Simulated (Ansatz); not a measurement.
The system is PbO2.

```
CELL_PARAMETERS angstrom
0.00000 2.70199 2.70199
2.70199 0.00000 2.70199
2.70199 2.70199 0.00000
ATOMIC_POSITIONS crystal
Pb 0.00000 0.00000 0.00000
O 0.75000 0.75000 0.75000
O 0.25000 0.25000 0.25000
```

The cell comes from a database or a generator and needn't be the stable form of this composition.

Program: Ansatz 0.2.0. Alike in all runs: task single point; potentials or basis Ansatz PAW; no spin polarisation; cell as given; k mesh 5 × 5 × 5; smearing fermi-dirac 0.05 eV.

Problem. Order these runs on this cell by their pressure, lowest first.
A. level B3LYP; cutoff (eV) 420; mesh quality coarse
B. level r2SCAN50; cutoff (eV) 500; mesh quality coarse
C. level HF; cutoff (eV) 420; mesh quality not flagged
D. level PBEsol0; cutoff (eV) 420; mesh quality coarse
E. level r2SCANh; cutoff (eV) 500; mesh quality coarse

Solution. C (-26.3 GPa), B (-23.6 GPa), D (-15.8 GPa), E (-10.5 GPa), A (-4.4 GPa).

Caveats: some runs use coarse meshes; the PAW data sets come from PBE, with cores solved anew for the run's functional, which leaves a small shift of forces and pressure; the thresholds are loose for stress; so large a pressure means that the cell lies far from this level's equilibrium, or that cutoff or potentials fall short (some runs).
